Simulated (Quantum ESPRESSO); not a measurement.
**CoPdO2: equation of state with LDA**

CoPdO2:

```
Pd Co O
1.0
     1.43169    0.82659    5.95777
    -1.43169    0.82659    5.95777
     0.00000   -1.65317    5.95777
Pd Co O
1 1 2
Cartesian
  0.0000 0.0000 0.0000
  0.0000 0.0000 8.9367
  0.0000 0.0000 2.0103
  0.0000 0.0000 15.8630
```

The cell is a database's computed one.

```json
{"Program": "Quantum ESPRESSO 7.5", "Task": "equation of state", "Functional": "LDA", "Potentials or basis": "GBRV 1.5 LDA", "Cutoff": "762 eV", "Density cutoff": "6095 eV", "k mesh": "6 × 6 × 6", "Occupations": "fermi-dirac, width 0.05 eV", "Spin": "collinear spin, ferromagnetic start", "Starting moments": "[0.0, 2.0, 0.0, 0.0] μB", "Form of the LDA correlation": "PZ81", "Mixing beta": "0.3", "Most SCF iterations": "120", "SCF threshold": "8e-10 Ry"}
```

* Equilibrium volume: 9.80 Å³/atom (rough: see the caveat)
* Bulk modulus at fixed shape and positions: 273 GPa (rough)

Energy against volume, from the lowest point:
```csv
volume (Å³/atom),energy (meV/atom)
9.941,0.00
10.153,8.33
10.364,22.96
10.576,43.14
10.787,68.21
10.999,97.56
11.210,130.67
```

All runs of the series together: 25 min on 2 threads of Arm Neoverse V2 (shared host).

Caveat: the k mesh is coarse (spacing up to 0.43 Å⁻¹), so the values aren't converged; the minimum lies outside the volumes run; the cell was scaled at fixed shape and fractional positions, which overstates the stiffness of a crystal with free parameters, most of all of layers and chains.
